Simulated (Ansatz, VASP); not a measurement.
# C in VASP and in Ansatz

```xyz
8
Lattice="2.5180 0.0000 0.0000 -1.2590 2.1807 0.0000 0.0000 0.0000 8.3046" Properties=species:S:1:pos:R:3 pbc="T T T"
C     0.0000    0.0000    0.7721
C     0.0000    0.0000    4.9244
C     0.0000    0.0000    3.3802
C     0.0000    0.0000    7.5325
C     0.0000    1.4538    1.2916
C     1.2590    0.7269    5.4439
C     0.0000    1.4538    2.8607
C     1.2590    0.7269    7.0130
```

Alike in both runs: functional PBE; k mesh 12 × 12 × 4; occupations gaussian, width 0.02 eV; no spin polarisation.

Ansatz relaxed the structure, and its values are those at the end. VASP's run is a single point on that final structure, the one shown.

|  | VASP | Ansatz |
| --- | --- | --- |
| version | VASP 6.6.1 | Ansatz 0.2.0 |
| potentials or method | VASP PAW PBE potentials, release 64 (C) | scalar-relativistic, plane waves, PAW |
| plane-wave cutoff (eV) | 520 | 420 |
| valence electrons in the cell | 32 | 32 |

```tsv
	VASP	Ansatz	Ansatz less VASP
gap on the k mesh at the Fermi level (eV)	4.53	4.54	+0.009
least direct gap on the mesh (eV)	5.29	5.30	+0.007
pressure (GPa)	0.7	0.0	-0.65
```
